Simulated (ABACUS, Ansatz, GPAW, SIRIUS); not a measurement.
Cost and result for the equilibrium volume of ZnSe

**What was measured.** The equilibrium volume of ZnSe (Stilleite) (F-43m) is reported as 22.77 Å³/atom at 300 K (a printed reference work). The runs below try to reproduce it.

It takes space group F-43m (No. 216, cubic). The conventional cell has a = 5.668 Å, b = 5.668 Å, c = 5.668 Å, α = 90.00°, β = 90.00°, γ = 90.00°. Se (site symmetry -43m) is surrounded by 4 Zn at 2.45 Å. Zn (site symmetry -43m) is surrounded by 4 Se at 2.45 Å.

```csv
rung,level,program and potentials,cutoff (eV),k mesh,smearing,task,core time,chip,equilibrium volume (Å³/atom),miss,notes
GGA + dispersion,revPBE+D3(BJ),"Ansatz, Ansatz PAW",420,8 × 8 × 8,fermi-dirac 0.05,relaxation of cell and atoms,6.6 s,AMD EPYC 7B13 Zen 3,22.27,-2.2 %,"potentials made for PBE, which Ansatz adapts in part; 14 valence electrons an atom on average"
GGA,PBE,"Ansatz, Ansatz PAW (earlier soft set)",420,8 × 8 × 8,fermi-dirac 0.05,equation of state,14 s,Intel Xeon,23.55,+3.4 %,-
GGA + dispersion,PBEsol+D3(BJ)+ATM,"Ansatz, Ansatz PAW",420,8 × 8 × 8,fermi-dirac 0.05,relaxation of cell and atoms,16 s,Intel Xeon,21.77,-4.4 %,"potentials made for PBE, which Ansatz adapts in part; 14 valence electrons an atom on average"
GGA + dispersion,RPBE+D3(BJ),"Ansatz, Ansatz PAW",420,8 × 8 × 8,fermi-dirac 0.05,relaxation of cell and atoms,21 s,Intel Xeon,20.80,-8.7 %,"potentials made for PBE, which Ansatz adapts in part; 14 valence electrons an atom on average"
GGA + dispersion,BPBE+D3(BJ),"Ansatz, Ansatz PAW (files of its older set among them)",800,8 × 8 × 8,gaussian 0.01,relaxation of cell and atoms,26 s,Arm Neoverse V2,21.42,-5.9 %,"potentials made for PBE, which Ansatz adapts in part; 18 valence electrons an atom on average"
meta-GGA,r2SCAN,"Ansatz, Ansatz PAW",500,8 × 8 × 8,fermi-dirac 0.05,equation of state,39 s,Intel Xeon,22.73,-0.2 %,"potentials made for PBE, which Ansatz adapts in part"
GGA + dispersion,RPBE+D3(zero damping),"GPAW, the program's PAW data sets (release 1.2.1) made for this functional",600,7 × 7 × 7,fermi-dirac 0.05,equation of state,74 s,Intel Xeon Platinum 8488C Sapphire Rapids,22.93,+0.7 %,-
GGA,SOGGA,"GPAW, PAW data sets generated for this functional",600,7 × 7 × 7,fermi-dirac 0.05,equation of state,80 s,Intel Xeon,22.30,-2.1 %,-
GGA,B86bPBE,"ABACUS, PseudoDojo NC SR 0.4.1 PBE standard, plane waves",1184,6 × 6 × 6,fermi-dirac 0.05,relaxation of cell and atoms,84 s,Intel Xeon Platinum 8223CL Skylake/Cascade Lake,23.73,+4.2 %,potentials made for PBE; 18 valence electrons an atom on average
GGA + dispersion,PBEsol+D4,"GPAW, PAW data sets generated for this functional",600,7 × 7 × 7,fermi-dirac 0.05,equation of state,89 s,Arm Neoverse V1,21.93,-3.7 %,-
GGA,PBE,"GPAW, GPAW PAW data sets (gpaw-data 1.2.1)",600,8 × 8 × 8,fermi-dirac 0.05,equation of state,2 min,Arm Neoverse V1,23.55,+3.4 %,-
hybrid,PBEsol0,"Ansatz, Ansatz PAW",420,4 × 4 × 4,fermi-dirac 0.05,relaxation of cell and atoms,2.4 min,Intel Xeon Skylake/Cascade Lake,22.40,-1.6 %,"coarse mesh; potentials made for PBE, which Ansatz adapts in part; 14 valence electrons an atom on average"
hybrid,HSE03,"Ansatz, Ansatz PAW",420,4 × 4 × 4,fermi-dirac 0.05,relaxation of cell and atoms,2.4 min,Intel Xeon Skylake/Cascade Lake,23.33,+2.5 %,"coarse mesh; potentials made for PBE, which Ansatz adapts in part; 14 valence electrons an atom on average"
GGA,PBEsol,"SIRIUS, PseudoDojo 0.4.1 PBEsol standard (scalar relativistic)",1177,8 × 8 × 8,fermi-dirac 0.05,equation of state,5.2 min,Intel Xeon Platinum 8488C Sapphire Rapids,22.33,-1.9 %,-
GGA,PBEsol,"ABACUS, PseudoDojo NC SR 0.4.1 PBEsol standard, plane waves",1184,8 × 8 × 8,fermi-dirac 0.05,equation of state,8.4 min,AMD EPYC 7R43 Zen 3,22.33,-1.9 %,-
```

Times are single runs on shared hosts and different chips, so they are rough; meshes, cutoffs and the tasks' sizes weigh on the time. All rows: no spin polarisation. Smearing widths are in eV. Meshes differ between rows, which moves values too. Meshes are those of the run's cell of 2 atoms unless a note names another. Relaxations start from the cell shown or near it and stop with a little pressure left. Misses use the values as printed. Runs on faulty files, with rough fits or with known faults for this quantity aren't shown. No row holds spin-orbit coupling.

By rung: GGA + dispersion 20.80 to 22.93; GGA 22.30 to 23.73; meta-GGA 22.73; hybrid on coarse meshes 22.40 to 23.33 (Å³/atom). Measured: 22.77 Å³/atom at 300 K (a printed reference work). Closest, coarse meshes and atomic bases left aside, is r2SCAN (-0.2 %), and PBE misses by +3.4 % on plain settings. The runs are for a static lattice, while measurements hold temperature and zero-point motion.
